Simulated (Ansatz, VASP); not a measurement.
# Two plane-wave programs on SrCl2

```
CELL_PARAMETERS angstrom
0.00000 3.37241 3.37241
3.37241 0.00000 3.37241
3.37241 3.37241 0.00000
ATOMIC_POSITIONS crystal
Sr 0.00000 0.00000 0.00000
Cl 0.25000 0.25000 0.25000
Cl 0.75000 0.75000 0.75000
```

Alike in both runs: task single point; functional PBE; k mesh 6 × 6 × 6; occupations gaussian, width 0.02 eV; no spin polarisation.

|  | VASP | Ansatz |
| --- | --- | --- |
| version | VASP 6.6.1 | Ansatz 0.2.0 |
| potentials or method | VASP PAW PBE potentials, release 64 (Sr_sv, Cl) | scalar-relativistic, plane waves, PAW |
| plane-wave cutoff (eV) | 520 | 420 |
| valence electrons in the cell | 24 | 24 |

Ansatz gave:

- gap on the k mesh at the Fermi level (eV): 5.44
- least direct gap on the mesh (eV): 5.44
- pressure (GPa): 5.8

What did VASP give for the same quantities?

gap on the k mesh at the Fermi level (eV): 5.44; least direct gap on the mesh (eV): 5.44; pressure (GPa): 5.9.

With one functional, cell and mesh, what is left measures potentials, basis and numerics.

A k mesh can miss the band edges.
